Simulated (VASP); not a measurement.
# BiTe (R-3m) in VASP: a series of runs

The runs below take BiTe through single point, with PBE.

All numbers are computed with VASP 6.6.1; they aren't measurements. Logs are shortened: lines on timing, memory, paths and dates and some standing lists are left out, and cuts for length are marked.

### Step 1. Starting point

The structure is trigonal, space group R-3m (No. 166). Conventional cell: a = 4.845 Å, b = 4.845 Å, c = 9.952 Å, α = 90.00°, β = 90.00°, γ = 120.00°. Bi (site symmetry -3m) has 6 Te at 3.25 Å as nearest neighbours. Around Te (site symmetry -3m) lie 6 Bi at 3.25 Å.

The cell comes from a database or a generator and needn't be the stable form of this composition.

### Step 2. Single point, PBE

Contents of INCAR:

```
PREC = Accurate
ENCUT = 250
EDIFF = 1E-7
ISMEAR = 0
SIGMA = 0.05
LREAL = F
LASPH = T
NELM = 100
ALGO = Normal
ISIF = 2
LWAVE = F
LCHARG = F
GGA = PE
NBANDS = 18
ADDGRID = F
```

Contents of KPOINTS:

```
Automatic mesh
0
Gamma
  4 4 4
```

Contents of POSCAR:

```
BiTe
1.0
    2.4227077728      1.3987509848      3.3172919545
   -2.4227077728      1.3987509848      3.3172919545
    0.0000000000     -2.7975019696      3.3172919545
Bi Te
1 1
Direct
    0.5120250000      0.5038480000      0.5048510000
   -0.0040940000     -0.0152210000     -0.0035880000
```

Potentials or basis: VASP PAW PBE potentials, release 64 (Bi_d, Te).

Command:

```console
$ cat potpaw_PBE.64/Bi_d/POTCAR potpaw_PBE.64/Te/POTCAR > POTCAR
$ mpirun -np 1 vasp_std > vasp.out
```

OUTCAR:

```text
PREC = Accurate
   ENCUT = 250
   EDIFF = 1E-7
   ISMEAR = 0
   LREAL = F
   LASPH = T
   NELM = 100
   ISIF = 2
   GGA = PE

 Found     36 irreducible k-points:

 Following reciprocal coordinates:
            Coordinates               Weight
  0.000000  0.000000  0.000000      1.000000
  0.250000 -0.000000  0.000000      2.000000
 -0.000000  0.250000  0.000000      2.000000
  0.000000  0.000000  0.250000      2.000000
  0.500000 -0.000000  0.000000      1.000000
 -0.000000  0.500000  0.000000      1.000000
   k-points           NKPTS =     36   k-points in BZ     NKDIM =     36   number of bands    NBANDS=     18
   number of dos      NEDOS =    301   number of ions     NIONS =      2
   total plane-waves  NPLWV =  13824
   dimension x,y,z NGX =    24 NGY =   24 NGZ =   24
   dimension x,y,z NGXF=    48 NGYF=   48 NGZF=   48
   ions per type =               1   1
   NGX,Y,Z   is equivalent  to a cutoff of   9.19,  9.19,  9.19 a.u.
   NGXF,Y,Z  is equivalent  to a cutoff of  18.39, 18.39, 18.39 a.u.
 SYSTEM =  unknown system
   PREC   = accura    normal or accurate (medium, high low for compatibility)
   ISTART =      0    job   : 0-new  1-cont  2-samecut
   ICHARG =      2    charge: 1-file 2-atom 10-const
   ISPIN  =      1    spin polarized calculation?
   LNONCOLLINEAR =      F non collinear calculations
   LSORBIT =      F    spin-orbit coupling
   LASPH  =      T    aspherical Exc in radial PAW
   ENCUT  =  250.0 eV  18.37 Ry    4.29 a.u.   5.59  5.59  5.59*2*pi/ulx,y,z
   NELM   =    100;   NELMIN=  2; NELMDL= -5     # of ELM steps
   EDIFF  = 0.1E-06   stopping-criterion for ELM
   LREAL  =      F    real-space projection
   EDIFFG = 0.1E-05   stopping-criterion for IOM
   NSW    =      0    number of steps for IOM
   IBRION =     -1    ionic relax: 0-MD 1-quasi-New 2-CG
   NFREE  =      0    steps in history (QN), initial steepest desc. (CG)
   ISIF   =      2    stress and relaxation
   ISYM   =      2    0-nonsym 1-usesym 2-fastsym
   POTIM  = 0.5000    time-step for ionic-motion
   TEBEG  =    0.0;   TEEND  =   0.0 temperature during run
   PSTRESS=    0.0 pullay stress
   NELECT =      21.0000    total number of electrons
   NUPDOWN=      -1.0000    fix difference up-down
   EMIN   =  10.00;   EMAX   =-10.00  energy-range for DOS
   EFERMI =   0.00;   METHOD = LEGACY
   ISMEAR =     0;   SIGMA  =   0.05  broadening in eV -4-tet -1-fermi 0-gaus
   EFERMI_NEDOS =   21; number of points for ismear=-14 and -15
   IALGO  =     38    algorithm
   IMIX   =      4    mixing-type and parameters
     AMIX     =   0.40;   BMIX     =  1.00
     AMIX_MAG =   1.60;   BMIX_MAG =  1.00
  volume/ion in A,a.u.               =      33.72       227.58
  Fermi-wavevector in a.u.,A,eV,Ry     =   1.109573  2.096789 16.750837  1.231152
  Thomas-Fermi vector in A             =   2.246114
   LORBIT       =      0    0 simple, 1 ext, 2 COOP (PROOUT), +10 PAW based schemes
   GGA     = PE    functional components
   LHFCALC =     F    Hartree Fock is set to
   AEXX    =    0.0000 exact exchange contribution
   IVDW    =     0    specifies the selected vdW correction
   LEPSILON=     F    determine dielectric tensor
   LRPA    =     F    only Hartree local field effects (RPA)
 non-spin polarized calculation
 Gauss-broadening in eV      SIGMA  =   0.05
  energy-cutoff  :      250.00
  volume of cell :       67.45
 maximum number of plane-waves:       627
 NGX is ok and might be reduce to    24
   NGX = 11   NGY = 11   NGZ = 11

 number of electron      20.9999994 magnetization

 Free energy of the ion-electron system (eV)
  ---------------------------------------------------
  ext. energy  EPLUGINS =         0.00000000
  ---------------------------------------------------
  free energy    TOTEN  =        -7.18474307 eV

  energy without entropy =       -7.18184023  energy(sigma->0) =       -7.18329165

 E-fermi :   6.8059     XC(G=0):  -9.4690

 val. band max:        6.7947956582   @ k =  -0.2500   0.2500   0.0000
 cond. band min:       6.8113781525   @ k =   0.0000  -0.2500   0.2500
 fundamental gap:      0.0165824943
 Fermi energy:         6.8059012025

 k-point     1 :       0.0000    0.0000    0.0000
  band No.  band energies     occupation
      1     -16.4956      2.00000
      2     -16.4947      2.00000
      3     -16.4841      2.00000
      4     -16.4817      2.00000
      5     -16.4696      2.00000
      6      -6.8208      2.00000
      7      -1.5848      2.00000
      8       3.7324      2.00000
      9       3.7588      2.00000
     10       5.0938      2.00000
     11       8.5057      0.00000
     12       9.1182      0.00000
     13       9.1823      0.00000
     14      10.7762      0.00000
     15      10.8213      0.00000
     16      12.8826      0.00000
     17      13.3458      0.00000
     18      13.5739      0.00000

 k-point     2 :       0.2500   -0.0000    0.0000
  band No.  band energies     occupation
      1     -16.4952      2.00000
      2     -16.4939      2.00000
      3     -16.4854      2.00000
      4     -16.4794      2.00000
      5     -16.4681      2.00000
      6      -6.2944      2.00000
      7      -2.7616      2.00000
      8       4.0698      2.00000
      9       4.3881      2.00000
     10       5.0204      2.00000
     11       7.0633      0.00000
     12       7.6144      0.00000
     13       7.9851      0.00000
     14      11.5825      0.00000
     15      11.7136      0.00000
     16      13.7830      0.00000
     17      15.1100      0.00000
     18      15.7185      0.00000

 k-point     3 :      -0.0000    0.2500    0.0000
  band No.  band energies     occupation
      1     -16.4950      2.00000
      2     -16.4940      2.00000
      3     -16.4856      2.00000
      4     -16.4790      2.00000
      5     -16.4683      2.00000
      6      -6.2953      2.00000
      7      -2.7590      2.00000
      8       4.0636      2.00000
      9       4.3889      2.00000
     10       5.0241      2.00000
     11       7.0619      0.00000
     12       7.6186      0.00000
     13       7.9792      0.00000
     14      11.5830      0.00000
     15      11.7139      0.00000
     16      13.7831      0.00000
     17      15.1141      0.00000
     18      15.7237      0.00000

 k-point     4 :       0.0000    0.0000    0.2500
  band No.  band energies     occupation
      1     -16.4953      2.00000
      2     -16.4939      2.00000
      3     -16.4846      2.00000
      4     -16.4807      2.00000
      5     -16.4674      2.00000
      6      -6.2930      2.00000
      7      -2.7659      2.00000
      8       4.0876      2.00000
      9       4.3859      2.00000
     10       5.0089      2.00000
     11       7.0657      0.00000
     12       7.5962      0.00000
     13       8.0042      0.00000
     14      11.5821      0.00000
     15      11.7133      0.00000
     16      13.7871      0.00000
     17      15.1009      0.00000
     18      15.7062      0.00000

 k-point     5 :       0.5000   -0.0000    0.0000
  band No.  band energies     occupation
      1     -16.4962      2.00000
      2     -16.4934      2.00000
      3     -16.4868      2.00000
      4     -16.4769      2.00000
      5     -16.4650      2.00000
      6      -4.9675      2.00000
      7      -4.6173      2.00000
      8       4.6740      2.00000
      9       4.8495      2.00000
     10       5.5526      2.00000
     11       5.7668      2.00000
     12       6.2363      2.00000
     13       7.0852      0.00000
     14      13.2989      0.00000
     15      13.5567      0.00000
     16      13.5752      0.00000
     17      14.5246      0.00000
     18      17.3028      0.00000

 k-point     6 :      -0.0000    0.5000    0.0000
  band No.  band energies     occupation
      1     -16.4960      2.00000
      2     -16.4938      2.00000
      3     -16.4865      2.00000
      4     -16.4765      2.00000
      5     -16.4655      2.00000
      6      -4.9905      2.00000
      7      -4.5917      2.00000
      8       4.6661      2.00000
      9       4.8483      2.00000
     10       5.5431      2.00000
     11       5.7831      2.00000
     12       6.2410      2.00000
     13       7.0753      0.00000
     14      13.2843      0.00000
     15      13.5576      0.00000
     16      13.5929      0.00000
     17      14.5287      0.00000
     18      17.3049      0.00000

 [... further k-points ...]

------------------------ aborting loop because EDIFF is reached ----------------------------------------

  FORCE on cell =-STRESS in cart. coord.  units (eV):
  Direction    XX          YY          ZZ          XY          YZ          ZX
  --------------------------------------------------------------------------------------
  -------------------------------------------------------------------------------------
  Total       -0.0973913      0.0709780      0.0720179      0.0207208      0.0062951     -0.0012131
  in kB       -2.3134198      1.6860016      1.7107037      0.4921991      0.1495322     -0.0288146
  external PRESSURE =       0.3610952 kB  Pullay stress =       0.0000000 kB

 VOLUME and BASIS-vectors are now :
 -----------------------------------------------------------------------------
  energy-cutoff  :      250.00
  volume of cell :       67.45
      direct lattice vectors                 reciprocal lattice vectors
     2.422707773  1.398750985  3.317291954     0.206380648  0.119153923  0.100483568
    -2.422707773  1.398750985  3.317291954    -0.206380648  0.119153923  0.100483568
     0.000000000 -2.797501970  3.317291954     0.000000000 -0.238307845  0.100483568

 POSITION                                       TOTAL-FORCE (eV/Angst)
 -----------------------------------------------------------------------------------
      0.01981      0.00863      5.04469         0.016740     -0.059004     -0.387264
      0.02696     -0.01698      9.87590        -0.016740      0.059004      0.387264
 -----------------------------------------------------------------------------------
    total drift:                                0.001594      0.000719     -0.000025

  FREE ENERGIE OF THE ION-ELECTRON SYSTEM (eV)
  ---------------------------------------------------
  free  energy   TOTEN  =        -7.1847430660 eV

  energy  without entropy=       -7.1818402286  energy(sigma->0) =       -7.18329165
```

Run time: 10 s. Hardware: 1 thread of Intel Xeon 6975P-C (Granite Rapids), shared host; peak memory 0.14 GiB.

The run converged, but some of its settings lie outside the range that counts as converged, so its numbers aren't taken as properties of the crystal.

Results:

| Item | Value |
| --- | --- |
| Free energy | -7.1847 eV |
| Largest force | 0.392 eV/Å |
| Band gap on the k mesh | none (metal or under the smearing width) |

Caveat: the k mesh is coarse (spacing up to 0.41 Å⁻¹), so the values aren't converged; the cutoff is under 1.25 times the usual one of these potentials, so pressure, stress and relaxed cells hold a basis-set (Pulay) error; spin-orbit coupling is left out, which moves the levels of the heavy elements.

### Step 3. Single point, PBE

INCAR: that of step 2 with these lines changed.

```diff
@@ -1,3 +1,3 @@
 PREC = Accurate
-ENCUT = 250
+ENCUT = 450
 EDIFF = 1E-7
```

Contents of KPOINTS:

```
Automatic mesh
0
Gamma
  3 3 3
```

Contents of POSCAR:

```
BiTe
1.0
    2.4227077728      1.3987509848      3.3172919545
   -2.4227077728      1.3987509848      3.3172919545
    0.0000000000     -2.7975019696      3.3172919545
Bi Te
1 1
Direct
    0.5000000000      0.5000000000      0.5000000000
    0.0000000000      0.0000000000      0.0000000000
```

Potentials or basis: VASP PAW PBE potentials, release 64 (Bi_d, Te).

Command:

```console
$ cat potpaw_PBE.64/Bi_d/POTCAR potpaw_PBE.64/Te/POTCAR > POTCAR
$ mpirun -np 1 vasp_std > vasp.out
```

Run time: 8.4 s. Hardware: 1 thread of Intel Xeon 6975P-C (Granite Rapids), shared host; peak memory 0.16 GiB.

These settings aren't checked as converged: the numbers below hold their error.

What came out:

```yaml
Free_energy: -7.1291 eV
Pressure: -0.1 GPa
Band_gap_on_the_k_mesh: none (metal or under the smearing width)
```

Caveat: the k mesh is coarse (spacing up to 0.54 Å⁻¹), so the values aren't converged; spin-orbit coupling is left out, which moves the levels of the heavy elements.

### Step 4. The reference run

An earlier run on the cell as given: functional PBE; potentials or basis VASP PAW PBE potentials, release 64 (Bi_d, Te); cutoff 520 eV; k mesh 7 × 7 × 7; occupations fermi-dirac, width 0.05 eV; no spin polarisation.

- Pressure: 0.1 GPa
- Band gap on the k mesh: none (metal or under the smearing width)
